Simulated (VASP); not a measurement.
# VASP 6.6.1 run: BeS

INCAR

```
NBANDS = 11
LCHARG = .FALSE.
ISYM = 1
ISIF = 2
EDIFF = 1E-7
PREC = Accurate
LWAVE = .FALSE.
IBRION = -1
ISMEAR = -1
LREAL = .FALSE.
LASPH = .TRUE.
NSW = 0
NELM = 120
GGA = PE
ENCUT = 520
SIGMA = 0.02
```

KPOINTS

```
KPOINTS created by Atomic Simulation Environment
0
Gamma
10 10 10
0 0 0
```

POSCAR

```
Be S
 1.0000000000000000
     0.0000000000000000    2.3951139000000001    2.3951139000000001
     2.3951139000000001    0.0000000000000000    2.3951139000000001
     2.3951139000000001    2.3951139000000001    0.0000000000000000
 Be  S
   1   1
Cartesian
  0.0000000000000000  0.0000000000000000  0.0000000000000000
  1.1975569500000001  1.1975569500000001  1.1975569500000001
```

The recommended PBE PAW datasets give the neutral cell 8 valence electrons.

Command

```
mpirun -np 1 vasp_std
```

**Question.** How does this run end, and what does it give?

**Answer.** It converged. Results: gap between bands v and c on the k mesh 3.02 eV; least direct gap on the k mesh 5.65 eV; pressure 5.5 GPa. Band v is the last that the valence electrons fill when counted band by band, and c is the next.

OSZICAR

```
N       E                     dE             d eps       ncg     rms          rms(c)
DAV:   1     0.189671229475E+02    0.18967E+02   -0.38063E+03  1034   0.622E+02
DAV:   2    -0.911865499007E+01   -0.28086E+02   -0.27008E+02  1371   0.115E+02
DAV:   3    -0.101787418349E+02   -0.10601E+01   -0.10582E+01  1358   0.221E+01
DAV:   4    -0.101845832550E+02   -0.58414E-02   -0.58404E-02  1277   0.193E+00
DAV:   5    -0.101846281808E+02   -0.44926E-04   -0.44925E-04  1333   0.159E-01    0.598E+00
DAV:   6    -0.100350530073E+02    0.14958E+00   -0.11373E-01  1221   0.168E+00    0.405E+00
DAV:   7    -0.998719466544E+01    0.47858E-01   -0.13415E-01  1317   0.195E+00    0.966E-01
DAV:   8    -0.998828430292E+01   -0.10896E-02   -0.66906E-03  1301   0.438E-01    0.156E-01
DAV:   9    -0.998837010331E+01   -0.85800E-04   -0.48577E-04  1284   0.142E-01    0.343E-02
DAV:  10    -0.998839645611E+01   -0.26353E-04   -0.54557E-05  1290   0.401E-02    0.105E-02
DAV:  11    -0.998840367031E+01   -0.72142E-05   -0.16173E-05  1221   0.222E-02    0.838E-03
DAV:  12    -0.998840389829E+01   -0.22797E-06   -0.34321E-07  1290   0.421E-03    0.288E-03
DAV:  13    -0.998840403739E+01   -0.13910E-06   -0.11012E-07  1154   0.176E-03    0.314E-03
DAV:  14    -0.998840399003E+01    0.47364E-07   -0.78728E-09   604   0.466E-04
   1 F= -.99884040E+01 E0= -.99884040E+01  d E =-.776517E-11
```

For comparison, a separate PBE run of the intended cell, on usual settings and not on those above, gives a gap of 3.02 eV on its mesh and a pressure of 5.5 GPa.
